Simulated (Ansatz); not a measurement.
Phase order of La

Structure types of La are relaxed in primitive cells with their symmetry kept at 0 GPa, first on PAW files, then by LAPW. The enthalpy is E + pV at zero temperature, without zero-point motion. Only the types listed were tried, and differences under about 5 meV/atom are mesh noise. Not among the end structures: fcc, which may lie lower.

Level of theory: DFT with PBE, scalar-relativistic, in Ansatz 0.2.0; Fermi–Dirac smearing of 0.05 eV, no spin polarisation. LAPW: all electrons, basis error target 0.5 meV/atom; PAW: frozen-core files, cutoff 420 eV.

k meshes: bcc 14×14×14, hcp 13×13×7.

Spin–orbit coupling is left out, which matters for the heavy atoms.

```tsv
start type	ends as	a, b, c (Å)	V (Å³/atom)	H − H(lowest), LAPW (meV/atom)
bcc	bcc, Im-3m	4.224, 4.224, 4.224	37.68	?
hcp	hcp, P6_3/mmc	3.772, 3.772, 6.101	37.60	0.0
```

Task: Give the missing entry: row "bcc", column "H − H(lowest), LAPW (meV/atom)".

Result: 104.9.
